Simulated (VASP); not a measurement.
Ba, 4 atoms in the cell. Symmetry: P6_3/mmc, No. 194, hexagonal system. Conventional cell: a = 4.490 Å, b = 4.490 Å, c = 14.660 Å, α = 90.00°, β = 90.00°, γ = 120.00°. Ba (site symmetry -3m) has 12 Ba at 4.49 Å as nearest neighbours. Around Ba (site symmetry -6m2) lie 12 Ba at 4.49 Å. This isn't the form of Ba at room conditions, which is bcc.

```yaml
Program: VASP 6.6.1
Task: single point
Functional: PBE
Potentials_or_basis: VASP PAW PBE potentials, release 64 (Ba_sv)
Cutoff: 520 eV
k_mesh: 8 × 8 × 2
Occupations: fermi-dirac, width 0.08 eV
Spin: no spin polarisation
Dipole_correction: no
Further_INCAR_settings: ALGO = Fast; EDIFF = 1e-07; NBANDS = 28
```

Potentials or basis: VASP PAW PBE potentials, release 64 (Ba_sv).

Run with:

```console
$ cat potpaw_PBE.64/Ba_sv/POTCAR > POTCAR
$ mpirun -np 1 vasp_std > vasp.out
```

Hardware: 1 thread of Intel(R) Xeon(R) 6975P-C (Granite Rapids), with other jobs on the host.

Question: How long does it take, and how much memory?

Answer: Wall time 93 s on 1 thread of Intel(R) Xeon(R) 6975P-C (Granite Rapids) (shared host), peak memory 0.42 GiB. Counts: scf iterations 16, k points 20.
